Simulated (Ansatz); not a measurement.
Runs of Ansatz 0.2.0 on SnO2 (Cassiterite). Symmetry: P4_2/mnm, No. 136, tetragonal system. Conventional cell: a = 4.738 Å, b = 4.738 Å, c = 3.187 Å, α = 90.00°, β = 90.00°, γ = 90.00°. Sn (site symmetry mmm) is surrounded by 6 O at 2.05 to 2.06 Å. O (site symmetry m2m) is surrounded by 3 Sn at 2.05 to 2.06 Å. 

| task | level | cell | cutoff (eV) | points for each segment of the path | gap on the mesh (eV) | pressure (GPa) | relaxed volume (Å³/atom) | largest force (eV/Å) |
| --- | --- | --- | --- | --- | --- | --- | --- | --- |
| relaxation of cell and atoms | r2SCAN | relaxed | 500 | - | 1.77 | 0.0 | 12.09 | - |
| band structure | LDA | as given | 420 | 14 | 1.13 | -0.7 | - | 0.15 |
| band structure | PBE | as given | 420 | 14 | (b) | 11.1 | - | (a) |
| relaxation of cell and atoms | PBE | relaxed | 420 | - | 0.68 | 0.0 | 12.58 | - |
| band structure | r2SCAN | as given | 500 | 14 | 1.96 | 3.3 | - | 0.24 |
| relaxation of cell and atoms | LDA | relaxed | 420 | - | 1.16 | 0.0 | 11.86 | - |

Alike in all rows: potentials or basis Ansatz PAW; no spin polarisation; k mesh 6 × 6 × 8; smearing fermi-dirac 0.05 eV.

Problem. Fill in the values left out.

Solution. (a) 0.28; (b) 1.28.

Caveats: spin-orbit coupling is left out, which moves the levels of the heavy elements; the PAW data sets come from PBE, with cores solved anew for the run's functional, which leaves a small shift of forces and pressure (some runs); the plane-wave basis is chosen anew once the cell has moved, so the energies of steps on either side of that aren't comparable (some runs).

A k mesh can miss the band edges, and the runs leave out spin-orbit coupling on Sn.
